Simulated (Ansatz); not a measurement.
## Understanding CaO (rocksalt structure) from first principles

**What was measured.** From a printed reference work, textbook, for a bulk crystal of CaO: lattice constant a 4.8105 Å.

The results are compared with them further down.

Level of theory: DFT, PBE, scalar-relativistic, no spin polarisation; plane waves to 420 eV with PAW datasets (Ansatz 0.2.0), 12×12×12 k-mesh, Gaussian smearing of 0.05 eV; PAW files: Ansatz's generated set soft_2.

The compound is reported in the structure type of the start.

The relaxed structure (symmetry read at 0.01 Å). It takes space group Fm-3m (No. 225, cubic). The conventional cell has a = 4.831 Å, b = 4.831 Å, c = 4.831 Å, α = 90.00°, β = 90.00°, γ = 90.00°. Around Ca (site symmetry m-3m) lie 6 O at 2.42 Å. Around O (site symmetry m-3m) lie 6 Ca at 2.42 Å. (Shells end 15 % past the nearest neighbour.)

Task: Should it be a metal or an insulator?

Result: Formal charges Ca²⁺, O²⁻ balance and leave closed shells on every ion, so a band insulator is expected, and the gap is 3.66 eV.

Task: What fixes the bond lengths?

Result: Shannon's ionic radii give a check on the bond lengths: Ca²⁺ with 6 neighbours 1.00 Å + O²⁻ 1.40 Å = 2.40 Å against a computed mean of 2.42 Å. Sums and bonds agree within 3 %, so ion sizes set the bond lengths.

Task: How ionic is it?

Result: Bader charges against formal ones: Ca +1.48 (+2), O −1.48 (−2). The cations give up 74 % of the formal charge; Bader charges stay under formal ones because the anions' density reaches into the cations' basins.

Task: How stiff is it, in energy terms?

Result: B0·V0 = 105.3 GPa × 14.09 Å³ = 9.27 eV/atom sets the scale: near the minimum ΔE ≈ ½ B0 V0 x², with x = V/V0 − 1, and a pressure of 1.1 GPa squeezes the volume by about 1 %. At the ends of the curve: x = −5.5 % predicts 14.0 meV/atom and the run gives 15.5; x = +10.0 % predicts 46.3 meV/atom and the run gives 39.1. The lopsidedness is anharmonic: atoms resist being pushed together more than being pulled apart.

Task: Which Debye temperature follows from the elastic moduli?

Result: K = 105 GPa and G = 74 GPa (Hill). With a density of 3.304 g/cm³ (mean mass 28.0 u, 14.09 Å³/atom), K = 105.4 and G = 74.1 GPa from the unrounded constants, v_l = √((K + 4G/3)/ρ) = 7860 m/s and v_t = √(G/ρ) = 4740 m/s. The mean [(1/v_l³ + 2/v_t³)/3]^(−1/3) is 5240 m/s, and θ_D = (ħ/k_B)(6π²/V)^(1/3) v_m ≈ 650 K, with V the volume an atom.

All results together:

```
Volume                                                : 14.09 Å³/atom
Band gap                                              : 3.66 eV
Smallest direct gap                                   : 4.03 eV
Bader charges                                         : Ca 1.48; O -1.48 e
Formation energy from the elements (0 K, uncorrected) : -2.95 eV/atom
Bulk modulus (Birch–Murnaghan)                        : 105 GPa
Pressure derivative B0′                               : 4.3
Shear modulus (Hill)                                  : 74 GPa
Young's modulus                                       : 180 GPa
Poisson's ratio                                       : 0.22
Elastically stable                                    : yes
```

**Against experiment.** Against the measured lattice constant a of CaO, 4.8105 Å (a printed reference work, textbook), the calculated 4.831 Å is off by +0.4 %. The calculation is for a static lattice, without zero-point motion or thermal expansion.

Semilocal functionals underestimate band gaps, commonly by a third or more.
